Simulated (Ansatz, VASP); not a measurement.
**Si2W in VASP and in Ansatz**

File INCAR:

```
PREC     = Accurate       # precision mode
ENCUT    = 520            # plane-wave cutoff, eV
EDIFF    = 1E-7           # SCF threshold, eV
ISMEAR   = -1             # smearing method
SIGMA    = 0.05           # smearing width, eV
LREAL    = F              # projectors in reciprocal space
LASPH    = T              # aspherical terms in the spheres
NELM     = 150            # most SCF steps
ALGO     = Normal         # electronic algorithm
ISIF     = 2              # what is computed and relaxed
LWAVE    = F              # write WAVECAR
LCHARG   = F              # write CHGCAR
LMAXMIX  = 4              # l up to which the mixer works
LDAU     = T              # DFT+U
LDAUTYPE = 2            
LDAUL    = 2 -1           # shell
LDAUU    = 4 0            # U, eV
LDAUJ    = 0 0          
LDAUPRINT= 1            
GGA      = CA             # functional
NBANDS   = 43             # bands
```

Contents of KPOINTS:

```
Automatic mesh
0
Gamma
  5 5 3
```

File POSCAR:

```
Si2W
1.0
    4.6168523821      0.0000000000      0.0000000000
   -2.3084261911      3.9983114484      0.0000000000
    0.0000000000      0.0000000000      6.6532220000
W Si
3 6
Direct
    0.5000000000      0.0000000000      0.5000000000
    0.5000000000      0.5000000000      0.8333333333
    0.0000000000      0.5000000000      0.1666666667
    0.3272520000      0.1636260000      0.1666666667
    0.8363740000      0.1636260000      0.8333333333
    0.1636260000      0.3272520000      0.5000000000
    0.6727480000      0.8363740000      0.1666666667
    0.1636260000      0.8363740000      0.8333333333
    0.8363740000      0.6727480000      0.5000000000
```

Contents of input.yaml:

```yaml
crystal:
  lattice:
    - [4.6168523821, 0.0, 0.0]
    - [-2.3084261911, 3.9983114484, 0.0]
    - [0.0, 0.0, 6.653222]
  atoms:
    - { symbol: W, position: [0.5, 0.0, 0.5] }
    - { symbol: W, position: [0.5, 0.5, 0.8333333333] }
    - { symbol: W, position: [0.0, 0.5, 0.1666666667] }
    - { symbol: Si, position: [0.327252, 0.163626, 0.1666666667] }
    - { symbol: Si, position: [0.836374, 0.163626, 0.8333333333] }
    - { symbol: Si, position: [0.163626, 0.327252, 0.5] }
    - { symbol: Si, position: [0.672748, 0.836374, 0.1666666667] }
    - { symbol: Si, position: [0.163626, 0.836374, 0.8333333333] }
    - { symbol: Si, position: [0.836374, 0.672748, 0.5] }
hamiltonian:
  xc: lda
  pseudopotentials: { kind: paw }
  hubbard: { sites: [{ species: W, l: d, u_eff: 4.0 }] }
kpoints:
  mp_grid: { grid: [5, 5, 3] }
scf:
  occupations: { method: fermi_dirac, width: 0.05 }
output:
  forces: true
  stress: true
  eigenvalues: true
```

Measurements of this composition are mostly on another form, of space group No. 139.

Alike in both runs: task single point; functional LDA; k mesh 5 × 5 × 3; occupations fermi-dirac, width 0.05 eV; no spin polarisation; Hubbard terms W d U = 4.0 eV.

```csv
,VASP,Ansatz
version,VASP 6.6.1,Ansatz 0.2.0
potentials or method,"VASP PAW LDA potentials, release 64 (W_sv, Si)",Ansatz PAW
plane-wave cutoff (eV),520,420
valence electrons in the cell,66,66
```

|  | VASP | Ansatz | Ansatz less VASP |
| --- | --- | --- | --- |
| gap on the k mesh at the Fermi level (eV) | 0.47 | 0.72 | +0.251 |
| least direct gap on the mesh (eV) | 1.07 | 1.18 | +0.112 |
| pressure (GPa) | -5.2 | -10.1 | -4.92 |
| largest component of the traceless stress (GPa) | 0.57 | 0.65 | +0.082 |
| rms of the force components (eV/Å) | 0.006 | 0.019 | +0.0122 |

The programs project onto different local orbitals, so the same U acts differently. Atom by atom the forces differ by 0.025 eV/Å (rms over components).

Caveats: spin-orbit coupling is left out, which moves the levels of the heavy elements; the U is typed as a test and isn't derived for this compound; an odd mesh through Γ misses points on the zone boundary, where band edges often lie (VASP); odd divisions of the mesh miss points on the zone boundary, where band edges often lie, so the gap on the mesh can be too wide (Ansatz); the PAW data sets come from PBE, with cores solved anew for the run's functional, which leaves a small shift of forces and pressure (Ansatz).
